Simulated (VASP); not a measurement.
# AgCl (P4/mmm) in VASP: further runs

One crystal, AgCl, is run at these levels: LDA; tasks: single point.

Program: VASP 6.6.1. These are calculated values, not measurements. Logs are shortened: lines on timing, memory, paths and dates and some standing lists are left out, and cuts for length are marked.

### Step 1. The cell of the first run

The structure is tetragonal, space group P4/mmm (No. 123). The conventional cell has a = 3.434 Å, b = 3.434 Å, c = 3.554 Å, α = 90.00°, β = 90.00°, γ = 90.00°. Ag (site symmetry 4/mmm) is surrounded by 8 Cl at 3.01 Å and 4 Ag at 3.43 Å. Cl (site symmetry 4/mmm) is surrounded by 8 Ag at 3.01 Å and 4 Cl at 3.43 Å.

Measurements of this composition are mostly on another form, of space group No. 225.

### Step 2. Single point, LDA (strain +0.0350 x Voigt [0, 1, 0, 0, 0, 0], atoms carried along)

INCAR

```
PREC = Accurate ; ENCUT = 520
EDIFF = 1E-6 ; ISMEAR = 0
SIGMA = 0.03 ; LREAL = F
LASPH = T ; NELM = 100
ALGO = Normal ; ISIF = 2
LWAVE = F ; LCHARG = F
GGA = CA ; NBANDS = 16
```

KPOINTS

```
regular mesh
0
Gamma
  10 10 10
```

POSCAR

```
AgCl
1.0
    3.4339730000      0.0000000000      0.0000000000
    0.0000000000      3.5541620550      0.0000000000
    0.0000000000      0.0000000000      3.4339730000
Ag Cl
1 1
Direct
    0.0000000000      0.0000000000      0.0000000000
    0.5000000000      0.5000000000      0.5000000000
```

Potentials or basis: VASP PAW LDA potentials, release 64 (Ag, Cl).

Command:

```bash
cat potpaw_LDA.64/Ag/POTCAR potpaw_LDA.64/Cl/POTCAR > POTCAR
mpirun -np 1 vasp_std > vasp.out
```

OUTCAR:

```text
PREC = Accurate
   ENCUT = 520
   EDIFF = 1E-6
   ISMEAR = 0
   LREAL = F
   LASPH = T
   NELM = 100
   ISIF = 2
   GGA = CA

 ion  position               nearest neighbor table
   1  0.000  0.000  0.000-   2 3.01   2 3.01   2 3.01   2 3.01   2 3.01   2 3.01   2 3.01   2 3.01

   2  0.500  0.500  0.500-   1 3.01   1 3.01   1 3.01   1 3.01   1 3.01   1 3.01   1 3.01   1 3.01

  LATTYP: Found a simple tetragonal cell.
 ALAT       =     3.4339730000
 C/A-ratio  =     1.0350000000

  Lattice vectors:

 A1 = (  -3.4339730000,   0.0000000000,   0.0000000000)
 A2 = (   0.0000000000,   0.0000000000,   3.4339730000)
 A3 = (   0.0000000000,   3.5541620550,   0.0000000000)

Analysis of symmetry for initial positions (statically):
=====================================================================
 Subroutine PRICEL returns:
 Original cell was already a primitive cell.

 Routine SETGRP: Setting up the symmetry group for a
 simple tetragonal supercell.

 Subroutine GETGRP returns: Found 16 space group operations
 (whereof 16 operations were pure point group operations)
 out of a pool of 16 trial point group operations.

The static configuration has the point symmetry D_4h.

Analysis of symmetry for dynamics (positions and initial velocities):
=====================================================================
 Subroutine PRICEL returns:
 Original cell was already a primitive cell.

 Routine SETGRP: Setting up the symmetry group for a
 simple tetragonal supercell.

 Subroutine GETGRP returns: Found 16 space group operations
 (whereof 16 operations were pure point group operations)
 out of a pool of 16 trial point group operations.

The dynamic configuration has the point symmetry D_4h.

 Subroutine INISYM returns: Found 16 space group operations
 (whereof 16 operations are pure point group operations),
 and found     1 'primitive' translations

----------------------------------------------------------------------------------------

                                     Primitive cell

  volume of cell :      41.9113

  direct lattice vectors                    reciprocal lattice vectors
     3.433973000  0.000000000  0.000000000     0.291207881  0.000000000  0.000000000
     0.000000000  3.554162055  0.000000000     0.000000000  0.281360271  0.000000000
     0.000000000  0.000000000  3.433973000     0.000000000  0.000000000  0.291207881

  length of vectors
     3.433973000  3.554162055  3.433973000     0.291207881  0.281360271  0.291207881

  position of ions in fractional coordinates (direct lattice)
     0.000000000  0.000000000  0.000000000
     0.500000000  0.500000000  0.500000000

  ion indices of the primitive-cell ions
   primitive index   ion index
                 1           1
                 2           2

----------------------------------------------------------------------------------------

 KPOINTS: regular mesh

Automatic generation of k-mesh.
 Grid dimensions read from file:
 generate k-points for:   10   10   10

 Generating k-lattice:

  Cartesian coordinates                     Fractional coordinates (reciprocal lattice)
     0.029120788  0.000000000  0.000000000     0.100000000  0.000000000  0.000000000
     0.000000000  0.028136027  0.000000000     0.000000000  0.100000000  0.000000000
     0.000000000  0.000000000  0.029120788     0.000000000  0.000000000  0.100000000

  Length of vectors
     0.029120788  0.028136027  0.029120788

  Shift w.r.t. Gamma in fractional coordinates (k-lattice)
     0.000000000  0.000000000  0.000000000

 Subroutine IBZKPT returns following result:
 ===========================================

 Found    126 irreducible k-points:

 Following reciprocal coordinates:
            Coordinates               Weight
  0.000000  0.000000  0.000000      1.000000
  0.100000  0.000000  0.000000      4.000000
  0.200000  0.000000  0.000000      4.000000
  0.300000  0.000000  0.000000      4.000000
  0.400000  0.000000  0.000000      4.000000
  0.500000  0.000000  0.000000      2.000000
[... 16 lines left out ...]
  0.400000  0.300000  0.000000      8.000000
  0.500000  0.300000  0.000000      4.000000
 [... further k-points ...]
   k-points           NKPTS =    126   k-points in BZ     NKDIM =    126   number of bands    NBANDS=     16
   number of dos      NEDOS =    301   number of ions     NIONS =      2
   total plane-waves  NPLWV =  21952
   dimension x,y,z NGX =    28 NGY =   28 NGZ =   28
   dimension x,y,z NGXF=    56 NGYF=   56 NGZF=   56
   ions per type =               1   1
   NGX,Y,Z   is equivalent  to a cutoff of  13.56, 13.10, 13.56 a.u.
   NGXF,Y,Z  is equivalent  to a cutoff of  27.11, 26.19, 27.11 a.u.
 SYSTEM =  unknown system
   PREC   = accura    normal or accurate (medium, high low for compatibility)
   ISTART =      0    job   : 0-new  1-cont  2-samecut
   ICHARG =      2    charge: 1-file 2-atom 10-const
   ISPIN  =      1    spin polarized calculation?
   LNONCOLLINEAR =      F non collinear calculations
   LSORBIT =      F    spin-orbit coupling
   LASPH  =      T    aspherical Exc in radial PAW
   ENCUT  =  520.0 eV  38.22 Ry    6.18 a.u.   6.38  6.61  6.38*2*pi/ulx,y,z
   NELM   =    100;   NELMIN=  2; NELMDL= -5     # of ELM steps
   EDIFF  = 0.1E-05   stopping-criterion for ELM
   LREAL  =      F    real-space projection
   EDIFFG = 0.1E-04   stopping-criterion for IOM
   NSW    =      0    number of steps for IOM
   IBRION =     -1    ionic relax: 0-MD 1-quasi-New 2-CG
   NFREE  =      0    steps in history (QN), initial steepest desc. (CG)
   ISIF   =      2    stress and relaxation
   ISYM   =      2    0-nonsym 1-usesym 2-fastsym
   POTIM  = 0.5000    time-step for ionic-motion
   TEBEG  =    0.0;   TEEND  =   0.0 temperature during run
   PSTRESS=    0.0 pullay stress
   NELECT =      18.0000    total number of electrons
   NUPDOWN=      -1.0000    fix difference up-down
   EMIN   =  10.00;   EMAX   =-10.00  energy-range for DOS
   EFERMI =   0.00;   METHOD = LEGACY
   ISMEAR =     0;   SIGMA  =   0.03  broadening in eV -4-tet -1-fermi 0-gaus
   EFERMI_NEDOS =   21; number of points for ismear=-14 and -15
   IALGO  =     38    algorithm
   IMIX   =      4    mixing-type and parameters
     AMIX     =   0.40;   BMIX     =  1.00
     AMIX_MAG =   1.60;   BMIX_MAG =  1.00
  volume/ion in A,a.u.               =      20.96       141.42
  Fermi-wavevector in a.u.,A,eV,Ry     =   1.235157  2.334107 20.757207  1.525612
  Thomas-Fermi vector in A             =   2.369817
   LORBIT       =      0    0 simple, 1 ext, 2 COOP (PROOUT), +10 PAW based schemes
   GGA     = CA    functional components
   LHFCALC =     F    Hartree Fock is set to
   AEXX    =    0.0000 exact exchange contribution
   IVDW    =     0    specifies the selected vdW correction
   LEPSILON=     F    determine dielectric tensor
   LRPA    =     F    only Hartree local field effects (RPA)
 non-spin polarized calculation
 Gauss-broadening in eV      SIGMA  =   0.03
  energy-cutoff  :      520.00
  volume of cell :       41.91
 maximum number of plane-waves:      1146
 NGX is ok and might be reduce to    28
   NGX = 13   NGY = 13   NGZ = 13

 number of electron      18.0000000 magnetization

 Free energy of the ion-electron system (eV)
  ---------------------------------------------------
  ext. energy  EPLUGINS =         0.00000000
  ---------------------------------------------------
  free energy    TOTEN  =        -6.32271740 eV

  energy without entropy =       -6.32271740  energy(sigma->0) =       -6.32271740

 E-fermi :   3.4093     XC(G=0): -10.6545

 val. band max:        3.2841627926   @ k =   0.0000   0.5000   0.0000
 cond. band min:       3.5458158588   @ k =   0.0000   0.0000   0.0000
 fundamental gap:      0.2616530662
 Fermi energy:         3.4093451965

 k-point     1 :       0.0000    0.0000    0.0000
  band No.  band energies     occupation
      1     -11.0292      2.00000
      2       0.5384      2.00000
      3       0.5914      2.00000
      4       1.4534      2.00000
      5       1.4534      2.00000
      6       1.4877      2.00000
[... 8 lines left out ...]
     15      16.5163      0.00000
     16      19.4331      0.00000

 k-point     2 :       0.1000    0.0000    0.0000
  band No.  band energies     occupation
      1     -10.9885      2.00000
      2       0.4755      2.00000
      3       0.5982      2.00000
      4       1.1423      2.00000
      5       1.2807      2.00000
      6       1.4582      2.00000
[... 8 lines left out ...]
     15      16.2532      0.00000
     16      19.3977      0.00000

 k-point     3 :       0.2000    0.0000    0.0000
  band No.  band energies     occupation
      1     -10.8784      2.00000
      2      -0.0606      2.00000
      3       0.6288      2.00000
      4       0.8129      2.00000
      5       0.9890      2.00000
      6       1.3202      2.00000
[... 8 lines left out ...]
     15      16.3632      0.00000
     16      19.3057      0.00000

 k-point     4 :       0.3000    0.0000    0.0000
  band No.  band energies     occupation
      1     -10.7342      2.00000
      2      -0.8298      2.00000
      3       0.5604      2.00000
      4       0.6728      2.00000
      5       0.7536      2.00000
      6       1.4872      2.00000
[... 8 lines left out ...]
     15      17.6201      0.00000
     16      19.1925      0.00000

 k-point     5 :       0.4000    0.0000    0.0000
  band No.  band energies     occupation
      1     -10.6100      2.00000
      2      -1.3904      2.00000
      3       0.4022      2.00000
      4       0.6037      2.00000
      5       0.7095      2.00000
      6       1.5002      2.00000
[... 8 lines left out ...]
     15      18.7194      0.00000
     16      19.1015      0.00000

 k-point     6 :       0.5000    0.0000    0.0000
  band No.  band energies     occupation
      1     -10.5606      2.00000
      2      -1.5922      2.00000
      3       0.3483      2.00000
      4       0.5523      2.00000
      5       0.7237      2.00000
      6       1.5051      2.00000
[... 8 lines left out ...]
     15      18.5144      0.00000
     16      19.0669      0.00000

 k-point     7 :       0.0000    0.1000    0.0000
  band No.  band energies     occupation
      1     -10.9949      2.00000
      2       0.4437      2.00000
      3       0.5495      2.00000
      4       1.2515      2.00000
      5       1.2515      2.00000
      6       1.3457      2.00000
[... 8 lines left out ...]
     15      15.9715      0.00000
     16      19.7729      0.00000

 k-point     8 :       0.1000    0.1000    0.0000
  band No.  band energies     occupation
      1     -10.9552      2.00000
      2       0.4451      2.00000
      3       0.5011      2.00000
      4       0.8993      2.00000
      5       1.1758      2.00000
      6       1.4468      2.00000
[... 8 lines left out ...]
     15      16.5071      0.00000
     16      19.0544      0.00000

 k-point     9 :       0.2000    0.1000    0.0000
  band No.  band energies     occupation
      1     -10.8479      2.00000
      2      -0.0585      2.00000
      3       0.4996      2.00000
      4       0.7850      2.00000
      5       0.9770      2.00000
      6       1.4341      2.00000
[... 8 lines left out ...]
     15      16.7905      0.00000
     16      18.7201      0.00000
[... 172 lines left out ...]
 k-point    19 :       0.0000    0.3000    0.0000
  band No.  band energies     occupation
      1     -10.7820      2.00000
      2      -0.9285      2.00000
      3       0.6151      2.00000
      4       0.7310      2.00000
      5       0.7310      2.00000
      6       1.4628      2.00000
[... 8 lines left out ...]
     15      17.0835      0.00000
     16      19.5582      0.00000

 k-point    20 :       0.1000    0.3000    0.0000
  band No.  band energies     occupation
      1     -10.7490      2.00000
      2      -0.8604      2.00000
      3       0.5390      2.00000
      4       0.7562      2.00000
      5       0.7605      2.00000
      6       1.4704      2.00000
[... 8 lines left out ...]
     15      17.3678      0.00000
     16      18.9429      0.00000

 k-point    21 :       0.2000    0.3000    0.0000
  band No.  band energies     occupation
      1     -10.6602      2.00000
      2      -0.6956      2.00000
      3       0.3176      2.00000
      4       0.8254      2.00000
      5       0.8350      2.00000
      6       1.3757      2.00000
[... 8 lines left out ...]
     15      17.7270      0.00000
     16      18.0460      0.00000

 k-point    22 :       0.3000    0.3000    0.0000
  band No.  band energies     occupation
      1     -10.5453      2.00000
      2      -0.5964      2.00000
      3       0.0741      2.00000
      4       0.8715      2.00000
      5       0.9066      2.00000
      6       1.3026      2.00000
[... 8 lines left out ...]
     15      17.4982      0.00000
     16      18.2393      0.00000

 k-point    23 :       0.4000    0.3000    0.0000
  band No.  band energies     occupation
      1     -10.4478      2.00000
      2      -0.7463      2.00000
      3       0.0486      2.00000
      4       0.8646      2.00000
      5       0.9208      2.00000
      6       1.3067      2.00000
[... 8 lines left out ...]
     15      17.4488      0.00000
     16      19.0430      0.00000

 k-point    24 :       0.5000    0.3000    0.0000
  band No.  band energies     occupation
      1     -10.4093      2.00000
      2      -0.8538      2.00000
      3       0.0759      2.00000
      4       0.8597      2.00000
      5       0.9128      2.00000
      6       1.3268      2.00000
[... 8 lines left out ...]
     15      17.5602      0.00000
     16      19.3125      0.00000

 [... further k-points ...]

------------------------ aborting loop because EDIFF is reached ----------------------------------------

  FORCE on cell =-STRESS in cart. coord.  units (eV):
  Direction    XX          YY          ZZ          XY          YZ          ZX
  --------------------------------------------------------------------------------------
  -------------------------------------------------------------------------------------
  Total       -2.1353820     -2.5116657     -2.1353820     -0.0000000      0.0000000      0.0000000
  in kB      -81.6310113    -96.0155212    -81.6310113     -0.0000000      0.0000000      0.0000000
  external PRESSURE =     -86.4258480 kB  Pullay stress =       0.0000000 kB

 VOLUME and BASIS-vectors are now :
 -----------------------------------------------------------------------------
  energy-cutoff  :      520.00
  volume of cell :       41.91
      direct lattice vectors                 reciprocal lattice vectors
     3.433973000  0.000000000  0.000000000     0.291207881  0.000000000  0.000000000
     0.000000000  3.554162055  0.000000000     0.000000000  0.281360271  0.000000000
     0.000000000  0.000000000  3.433973000     0.000000000  0.000000000  0.291207881

 POSITION                                       TOTAL-FORCE (eV/Angst)
 -----------------------------------------------------------------------------------
      0.00000      0.00000      0.00000         0.000000      0.000000      0.000000
      1.71699      1.77708      1.71699         0.000000      0.000000      0.000000
 -----------------------------------------------------------------------------------
    total drift:                               -0.000000      0.000000      0.000000

  FREE ENERGIE OF THE ION-ELECTRON SYSTEM (eV)
  ---------------------------------------------------
  free  energy   TOTEN  =        -6.3227174028 eV

  energy  without entropy=       -6.3227174028  energy(sigma->0) =       -6.32271740
```

Wall time 33 s (1 thread of Intel Xeon 6975P-C (Granite Rapids), shared host); peak memory 0.2 GiB.

Results:

| Item | Value |
| --- | --- |
| Free energy | -6.3227 eV |
| Pressure | -8.6 GPa |
| Band gap on the k mesh | 0.26 eV, indirect (least direct gap 1.59 eV) |

Levels at points of the mesh, in eV from the valence-band top:
```csv
k point,band 7,band 8,band 9,band 10,band 11,band 12
"(0.00, 0.00, 0.00)",-1.64,-1.33,-1.33,0.26,9.19,9.40
"(0.50, 0.00, 0.00)",-1.42,-0.07,-0.01,4.52,5.16,9.32
"(0.00, 0.50, 0.00)",-1.55,0.00,0.00,4.72,5.03,9.36
"(0.50, 0.50, 0.00)",-2.05,-1.55,-0.75,2.45,8.37,8.75
"(0.50, 0.00, 0.50)",-2.14,-1.50,-0.95,2.75,8.39,8.39
"(0.50, 0.50, 0.50)",-0.25,-0.25,-0.19,4.57,4.57,4.67
```

A k mesh can miss the band edges.

[end of part 1 of 2]
